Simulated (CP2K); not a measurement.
# Ir (Fm-3m) in CP2K: further runs

Runs on Ir. Level: PBEsol. Tasks: single point, equation of state.

All numbers are computed with CP2K 2026.2; they aren't measurements. Logs are shortened: lines on timing, memory, paths and dates and some standing lists are left out, and cuts for length are marked.

**1. The structure**

It takes space group Fm-3m (No. 225, cubic). Conventional cell: a = 3.831 Å, b = 3.831 Å, c = 3.831 Å, α = 90.00°, β = 90.00°, γ = 90.00°. Ir (site symmetry m-3m) is surrounded by 12 Ir at 2.71 Å.

**2. Single point, PBEsol, 14.06 Å³/atom**

File ir_eos.inp:

```
&GLOBAL
  PROJECT ir_eos
  RUN_TYPE ENERGY_FORCE
  PRINT_LEVEL LOW
&END GLOBAL
&FORCE_EVAL
  METHOD QS
  STRESS_TENSOR ANALYTICAL
  &DFT
    BASIS_SET_FILE_NAME BASIS_MOLOPT_UZH
    POTENTIAL_FILE_NAME POTENTIAL_UZH
    &MGRID
      CUTOFF 450
      REL_CUTOFF 60
      NGRIDS 5
    &END MGRID
    &QS
      METHOD GPW
      EPS_DEFAULT 1.0E-10
    &END QS
    &KPOINTS
      SCHEME MONKHORST-PACK 12 12 12
      GAMMA_CENTERED T
      SYMMETRY T
      SYMMETRY_BACKEND SPGLIB
    &END KPOINTS
    &SCF
      SCF_GUESS ATOMIC
      EPS_SCF 1.0E-6
      MAX_SCF 100
      ADDED_MOS 11
      CHOLESKY OFF
      EPS_EIGVAL 1.0E-7
      &DIAGONALIZATION ON
        ALGORITHM STANDARD
      &END DIAGONALIZATION
      &MIXING ON
        METHOD BROYDEN_MIXING
        ALPHA 0.4
        BETA 1.5
        NBUFFER 8
      &END MIXING
      &SMEAR ON
        METHOD FERMI_DIRAC
        ELECTRONIC_TEMPERATURE 300.56
      &END SMEAR
    &END SCF
    &XC
      &XC_FUNCTIONAL
        &GGA_X_PBE_SOL
        &END GGA_X_PBE_SOL
        &GGA_C_PBE_SOL
        &END GGA_C_PBE_SOL
      &END XC_FUNCTIONAL
    &END XC
    &PRINT
      &KPOINTS ON
      &END KPOINTS
      &MULLIKEN ON
      &END MULLIKEN
      &MO ON
        ENERGIES T
        OCCUPATION_NUMBERS T
        &EACH
          QS_SCF 0
        &END EACH
        ADD_LAST NUMERIC
      &END MO
    &END PRINT
  &END DFT
  &SUBSYS
    &CELL
      A 2.7090675001 0.0000000000 0.0000000000
      B 1.3545337500 2.3461212756 0.0000000000
      C 1.3545337500 0.7820404252 2.2119443513
      PERIODIC XYZ
    &END CELL
    &COORD
      SCALED
      Ir  0.0000000000 0.0000000000 0.0000000000
    &END COORD
    &KIND Ir
      BASIS_SET TZVP-MOLOPT-PBE-GTH-q17
      POTENTIAL GTH-PBE-q17
    &END KIND
    &PRINT
      &ATOMIC_COORDINATES ON
      &END ATOMIC_COORDINATES
      &CELL ON
      &END CELL
    &END PRINT
  &END SUBSYS
  &PRINT
    &FORCES ON
    &END FORCES
    &STRESS_TENSOR ON
    &END STRESS_TENSOR
  &END PRINT
&END FORCE_EVAL
```

Potentials or basis: POTENTIAL_UZH Ir GTH-PBE-q17; TZVP-MOLOPT-PBE-GTH basis.

Launch:

```
> OMP_NUM_THREADS=1 cp2k.psmp -i ir_eos.inp -o ir_eos.out
```

ir_eos.out:

```text

 CP2K| version string:                                       CP2K version 2026.2
 CP2K| Input file name                                                ir_eos.inp

 GLOBAL| Force Environment number                                              1
 GLOBAL| Basis set file name                                    BASIS_MOLOPT_UZH
 GLOBAL| Potential file name                                       POTENTIAL_UZH
 GLOBAL| MM Potential file name                                     MM_POTENTIAL
 GLOBAL| Coordinate file name                                      __STD_INPUT__
 GLOBAL| Method name                                                        CP2K
 GLOBAL| Project name                                                     ir_eos
 GLOBAL| Run type                                                   ENERGY_FORCE
 GLOBAL| FFT library                                                       FFTW3
 GLOBAL| Diagonalization library                                       ScaLAPACK
 GLOBAL| Cholesky decomposition library                                ScaLAPACK
 GLOBAL| DGEMM library                                                      BLAS
 GLOBAL| Direct generalized diagonalization requested                          F
 GLOBAL| Matrix multiplication library                                 ScaLAPACK
 GLOBAL| Global print level                                                  LOW
 GLOBAL| Total number of message passing processes                             1
 GLOBAL| Number of threads for this process                                    1
 GLOBAL| CPU model name                                 Intel(R) Xeon(R) 6975P-C

 CELL| Volume [angstrom^3]:                                            14.058678
 CELL| Vector a [angstrom]:       2.709     0.000     0.000   |a| =     2.709068
 CELL| Vector b [angstrom]:       1.355     2.346     0.000   |b| =     2.709068
 CELL| Vector c [angstrom]:       1.355     0.782     2.212   |c| =     2.709068
 CELL| Angle (b,c), alpha [degree]:                                    60.000000
 CELL| Angle (a,c), beta  [degree]:                                    60.000000
 CELL| Angle (a,b), gamma [degree]:                                    60.000000
 CELL| Numerically orthorhombic:                                              NO
 CELL| Periodicity                                                           XYZ

 CELL_REF| Volume [angstrom^3]:                                        14.058678
 CELL_REF| Vector a [angstrom     2.709     0.000     0.000   |a| =     2.709068
 CELL_REF| Vector b [angstrom     1.355     2.346     0.000   |b| =     2.709068
 CELL_REF| Vector c [angstrom     1.355     0.782     2.212   |c| =     2.709068
 CELL_REF| Angle (b,c), alpha [degree]:                                60.000000
 CELL_REF| Angle (a,c), beta  [degree]:                                60.000000
 CELL_REF| Angle (a,b), gamma [degree]:                                60.000000
 CELL_REF| Numerically orthorhombic:                                          NO
 CELL_REF| Periodicity                                                       XYZ

[... 8 lines left out ...]
 TOTAL NUMBERS AND MAXIMUM NUMBERS

  Total number of            - Atomic kinds:                                   1
                             - Atoms:                                          1
                             - Shell sets:                                     1
                             - Shells:                                        11
                             - Primitive Cartesian functions:                  7
                             - Cartesian basis functions:                     41
                             - Spherical basis functions:                     35

  Maximum angular momentum of- Orbital basis functions:                        3
                             - Local part of the GTH pseudopotential:          2
                             - Non-local part of the GTH pseudopotential:      4

 MODULE QUICKSTEP: ATOMIC COORDINATES IN ANGSTROM

   Atom Kind Element         X             Y             Z       Z(eff)     Mass
      1    1 Ir   77      0.000000      0.000000      0.000000  17.0000 192.2170

 SCF PARAMETERS         Density guess:                                    ATOMIC
                        --------------------------------------------------------
                        max_scf:                                             100
                        max_scf_history:                                       0
                        max_diis:                                              4
[... 5 lines left out ...]
                        --------------------------------------------------------
                        level_shift [a.u.]:                             0.000000
                        added MOs                                        11    0
                        --------------------------------------------------------
[... 26 lines left out ...]
 BRILLOUIN|     4           0.01389       -0.41667       -0.41667       -0.16667
 BRILLOUIN|     5           0.01389       -0.41667       -0.41667       -0.08333
 BRILLOUIN|     6           0.00347       -0.41667       -0.41667        0.00000
[... 32 lines left out ...]
 BRILLOUIN|    39           0.01389       -0.33333       -0.33333       -0.25000
 BRILLOUIN|    40           0.01389       -0.33333       -0.33333       -0.16667
 [... further k-points ...]
 *******************************************************************************

 Extrapolation method: initial_guess

 Number of electrons:                                                         17
 Number of occupied orbitals:                                                  9
 Number of molecular orbitals:                                                20

 Number of orbital functions:                                                 35
 Number of independent orbital functions:                                     35

 SCF WAVEFUNCTION OPTIMIZATION

  Step     Update method      Time    Convergence         Total energy    Change
  ------------------------------------------------------------------------------
     1 NoMix/Diag. 0.40E+00    9.4     0.53578872      -105.6241570134 -1.06E+02
     2 Broy./Diag. 0.40E+00    7.6     0.01479204      -105.7623727369 -1.38E-01
     3 Broy./Diag. 0.40E+00    7.7     0.01983673      -105.3311780035  4.31E-01
     4 Broy./Diag. 0.40E+00    7.5     0.00332922      -105.0682797900  2.63E-01
     5 Broy./Diag. 0.40E+00    7.5     0.00030292      -105.0798002215 -1.15E-02
     6 Broy./Diag. 0.40E+00    7.4     0.00026287      -105.0785403357  1.26E-03
     7 Broy./Diag. 0.40E+00    7.4     0.00002969      -105.0782729415  2.67E-04
     8 Broy./Diag. 0.40E+00    7.5     0.00002133      -105.0779622990  3.11E-04
     9 Broy./Diag. 0.40E+00    7.3     0.00000177      -105.0780066544 -4.44E-05
    10 Broy./Diag. 0.40E+00    7.4     0.00000078      -105.0779976943  8.96E-06

  *** SCF run converged in    10 steps ***

  Electronic density on regular grids:        -16.9999999998        0.0000000002
  Core density on regular grids:               16.9999999988       -0.0000000012
  Total charge density on r-space grids:       -0.0000000010
  Total charge density g-space grids:          -0.0000000010

  Overlap energy of the core charge distribution:               0.00000000045603
  Self energy of the core charge distribution:               -159.66230579087645
  Core Hamiltonian energy:                                     35.45278933004390
  Hartree energy:                                              29.63970799555677
  Exchange-correlation energy:                                -10.50814135767634
  Electronic entropic energy:                                  -0.00004787157504
  Fermi energy:                                                 0.67341717229709

  Total energy:                                              -105.07799769427933
  Total energy (extrapolated to T->0):                       -105.07797375849181

 MO| EIGENVALUES AND OCCUPATION NUMBERS FOR K POINT 1
 MO|
 MO|  Index      Eigenvalue [a.u.]        Eigenvalue [eV]             Occupation
 MO|      1              -2.731261             -74.321388               2.000000
 MO|      2              -1.177176             -32.032580               2.000000
 MO|      3              -1.152600             -31.363841               2.000000
 MO|      4              -1.152600             -31.363841               2.000000
 MO|      5               0.367431               9.998312               2.000000
 MO|      6               0.525829              14.308523               2.000000
[... 337 lines left out ...]
 MO|      6               0.498983              13.578022               2.000000
[... 12 lines left out ...]
 MO|     19               2.115066              57.553867               0.000000
 MO|     20               2.140285              58.240109               0.000000
 MO| Sum:                                                              18.000000
 MO| E(Fermi):            0.673417 a.u.         18.324613 eV

 [... the levels of further k-points ...]

 !-----------------------------------------------------------------------------!
                     Mulliken Population Analysis

 #  Atom  Element  Kind  Atomic population                           Net charge
       1     Ir       1         17.000000                              0.000000
 # Total charge                             17.000000                  0.000000

 !-----------------------------------------------------------------------------!

 ENERGY| Total FORCE_EVAL ( QS ) energy [hartree]           -105.078005733844208

 FORCES| Atomic forces [hartree/bohr]
 FORCES|   Atom     x               y               z               |f|
 FORCES|      1 -1.89339152E-14 -4.78800690E-15  1.19450669E-14   2.28932911E-14
 FORCES| Sum    -1.89339152E-14 -4.78800690E-15  1.19450669E-14
 FORCES| Total atomic force                                       2.28932911E-14

 STRESS| Analytical stress tensor [bar]
 STRESS|                        x                   y                   z
 STRESS|      x       -1.73095174552E+04   1.09326415890E-01   7.55666779926E-02
 STRESS|      y        1.09326415890E-01  -1.73097012396E+04  -7.53617230937E-03
 STRESS|      z        7.55666779926E-02  -7.53617230937E-03  -1.73097314752E+04
 STRESS| 1/3 Trace                                            -1.73096500566E+04
 STRESS| Determinant                                          -5.18638632983E+12

 STRESS| Eigenvectors and eigenvalues of the analytical stress tensor [bar]
 STRESS|                        1                   2                   3
 STRESS| Eigenvalues  -1.73097873824E+04  -1.73097117453E+04  -1.73094510422E+04
 STRESS|      x          -0.432524462758      0.115723082333      0.894164837897
 STRESS|      y           0.607235861420     -0.695691500468      0.383768087238
 STRESS|      z           0.666473703698      0.708958041348      0.230632386898
```

It took 94 s on 1 thread of Intel Xeon 6975P-C (Granite Rapids), shared host; peak memory 0.34 GiB.

What came out:

- Free energy: -2859.3179 eV
- Pressure: -1.7 GPa
- Band gap on the k mesh: none (metal or under the smearing width)

Caveat: the potentials were made for another functional, which shifts forces and pressure; the basis of atomic orbitals isn't converged, which shifts pressures, moduli and gaps.

**3. Single point, PBEsol, 13.78 Å³/atom (volume scaled by 0.98)**

ir_eos.inp, as its differences from that of step 2:

```diff
@@ -11,2 +11,3 @@
     POTENTIAL_FILE_NAME POTENTIAL_UZH
+    WFN_RESTART_FILE_NAME previous-RESTART.kp
     &MGRID
@@ -27,3 +28,3 @@
     &SCF
-      SCF_GUESS ATOMIC
+      SCF_GUESS RESTART
       EPS_SCF 1.0E-6
@@ -72,5 +73,5 @@
     &CELL
-      A 2.7090675001 0.0000000000 0.0000000000
-      B 1.3545337500 2.3461212756 0.0000000000
-      C 1.3545337500 0.7820404252 2.2119443513
+      A 2.6908852912 0.0000000000 0.0000000000
+      B 1.3454426455 2.3303750208 0.0000000000
+      C 1.3454426455 0.7767916736 2.1970986399
       PERIODIC XYZ
```

Potentials or basis: POTENTIAL_UZH Ir GTH-PBE-q17; TZVP-MOLOPT-PBE-GTH basis.

Launch:

```
> OMP_NUM_THREADS=1 cp2k.psmp -i ir_eos.inp -o ir_eos.out
```

Wall time 71 s (1 thread of Intel Xeon 6975P-C (Granite Rapids), shared host); peak memory 0.34 GiB.

It converged, with:

```
Free energy            : -2859.3139 eV
Pressure               : 6.5 GPa
Band gap on the k mesh : none (metal or under the smearing width)
```

Caveat: the potentials were made for another functional, which shifts forces and pressure; the basis of atomic orbitals isn't converged, which shifts pressures, moduli and gaps.

**4. Single point, PBEsol, 14.34 Å³/atom (volume scaled by 1.02)**

ir_eos.inp, as its differences from that of step 3:

```diff
@@ -73,5 +73,5 @@
     &CELL
-      A 2.6908852912 0.0000000000 0.0000000000
-      B 1.3454426455 2.3303750208 0.0000000000
-      C 1.3454426455 0.7767916736 2.1970986399
+      A 2.7270088673 0.0000000000 0.0000000000
+      B 1.3635044336 2.3616589554 0.0000000000
+      C 1.3635044336 0.7872196518 2.2265934163
       PERIODIC XYZ
```

Launch:

```
> OMP_NUM_THREADS=1 cp2k.psmp -i ir_eos.inp -o ir_eos.out
```

It took 73 s on 1 thread of Intel Xeon 6975P-C (Granite Rapids), shared host; peak memory 0.33 GiB.

The run converged. Its results:

* Free energy: -2859.3084 eV
* Pressure: -9.0 GPa
* Band gap on the k mesh: none (metal or under the smearing width)

Caveat: the potentials were made for another functional, which shifts forces and pressure; the basis of atomic orbitals isn't converged, which shifts pressures, moduli and gaps.

**5. Single point, PBEsol, 13.50 Å³/atom (volume scaled by 0.96)**

ir_eos.inp, as its differences from that of step 4:

```diff
@@ -73,5 +73,5 @@
     &CELL
-      A 2.7270088673 0.0000000000 0.0000000000
-      B 1.3635044336 2.3616589554 0.0000000000
-      C 1.3635044336 0.7872196518 2.2265934163
+      A 2.6724539916 0.0000000000 0.0000000000
+      B 1.3362269957 2.3144130471 0.0000000000
+      C 1.3362269957 0.7714710157 2.1820495468
       PERIODIC XYZ
```

Launch:

```
> OMP_NUM_THREADS=1 cp2k.psmp -i ir_eos.inp -o ir_eos.out
```

Wall time 1.7 min (1 thread of Intel Xeon 6975P-C (Granite Rapids), shared host); peak memory 0.34 GiB.

It converged, with:

```
Free energy            : -2859.2946 eV
Pressure               : 15.7 GPa
Band gap on the k mesh : none (metal or under the smearing width)
```

Caveat: the potentials were made for another functional, which shifts forces and pressure; the basis of atomic orbitals isn't converged, which shifts pressures, moduli and gaps.

**6. Single point, PBEsol, 14.62 Å³/atom (volume scaled by 1.04)**

ir_eos.inp, as its differences from that of step 5:

```diff
@@ -73,5 +73,5 @@
     &CELL
-      A 2.6724539916 0.0000000000 0.0000000000
-      B 1.3362269957 2.3144130471 0.0000000000
-      C 1.3362269957 0.7714710157 2.1820495468
+      A 2.7447172133 0.0000000000 0.0000000000
+      B 1.3723586066 2.3769948329 0.0000000000
+      C 1.3723586066 0.7923316110 2.2410522202
       PERIODIC XYZ
```

Potentials or basis: POTENTIAL_UZH Ir GTH-PBE-q17; TZVP-MOLOPT-PBE-GTH basis.

Launch:

```
> OMP_NUM_THREADS=1 cp2k.psmp -i ir_eos.inp -o ir_eos.out
```

Wall time 89 s (1 thread of Intel Xeon 6975P-C (Granite Rapids), shared host); peak memory 0.33 GiB.

Results (log left out):

| Item | Value |
| --- | --- |
| Free energy | -2859.2868 eV |
| Pressure | -15.4 GPa |
| Band gap on the k mesh | none (metal or under the smearing width) |

Caveat: the potentials were made for another functional, which shifts forces and pressure; the basis of atomic orbitals isn't converged, which shifts pressures, moduli and gaps.

**7. Single point, PBEsol, 13.22 Å³/atom (volume scaled by 0.94)**

ir_eos.inp, as its differences from that of step 6:

```diff
@@ -73,5 +73,5 @@
     &CELL
-      A 2.7447172133 0.0000000000 0.0000000000
-      B 1.3723586066 2.3769948329 0.0000000000
-      C 1.3723586066 0.7923316110 2.2410522202
+      A 2.6537648907 0.0000000000 0.0000000000
+      B 1.3268824453 2.2982278109 0.0000000000
+      C 1.3268824453 0.7660759370 2.1667899598
       PERIODIC XYZ
```

Launch:

```
> OMP_NUM_THREADS=1 cp2k.psmp -i ir_eos.inp -o ir_eos.out
```

It took 96 s on 1 thread of Intel Xeon 6975P-C (Granite Rapids), shared host; peak memory 0.35 GiB.

Results (log left out):

```
Free energy            : -2859.2580 eV
Pressure               : 26.2 GPa
Band gap on the k mesh : none (metal or under the smearing width)
```

Caveat: the potentials were made for another functional, which shifts forces and pressure; the basis of atomic orbitals isn't converged, which shifts pressures, moduli and gaps.

**8. Single point, PBEsol, 14.90 Å³/atom (volume scaled by 1.06)**

ir_eos.inp, as its differences from that of step 7:

```diff
@@ -73,5 +73,5 @@
     &CELL
-      A 2.6537648907 0.0000000000 0.0000000000
-      B 1.3268824453 2.2982278109 0.0000000000
-      C 1.3268824453 0.7660759370 2.1667899598
+      A 2.7621999599 0.0000000000 0.0000000000
+      B 1.3810999799 2.3921353356 0.0000000000
+      C 1.3810999799 0.7973784452 2.2553268231
       PERIODIC XYZ
```

Launch:

```
> OMP_NUM_THREADS=1 cp2k.psmp -i ir_eos.inp -o ir_eos.out
```

Wall time 86 s (1 thread of Intel Xeon 6975P-C (Granite Rapids), shared host); peak memory 0.33 GiB.

Results (log left out):

```yaml
Free_energy: -2859.2547 eV
Pressure: -21.1 GPa
Band_gap_on_the_k_mesh: none (metal or under the smearing width)
```

Caveat: the potentials were made for another functional, which shifts forces and pressure; the basis of atomic orbitals isn't converged, which shifts pressures, moduli and gaps.

**9. Equation of state, PBEsol**

Potentials or basis: POTENTIAL_UZH Ir GTH-PBE-q17; TZVP-MOLOPT-PBE-GTH basis.

This step only gathers the single runs of the series.

What came out:

```yaml
Equilibrium_volume: 14.00 Å³/atom
Bulk_modulus: 395 GPa
Pressure_derivative_of_the_bulk_modulus: 5.0
```

Energy against volume, from the lowest point:
```csv
volume (Å³/atom),energy (meV/atom)
13.215,59.92
13.496,23.34
13.778,4.02
14.059,0.00
14.340,9.55
14.621,31.11
14.902,63.30
```

Caveat: the potentials were made for another functional, which shifts forces and pressure; the basis of atomic orbitals isn't converged, which shifts pressures, moduli and gaps.
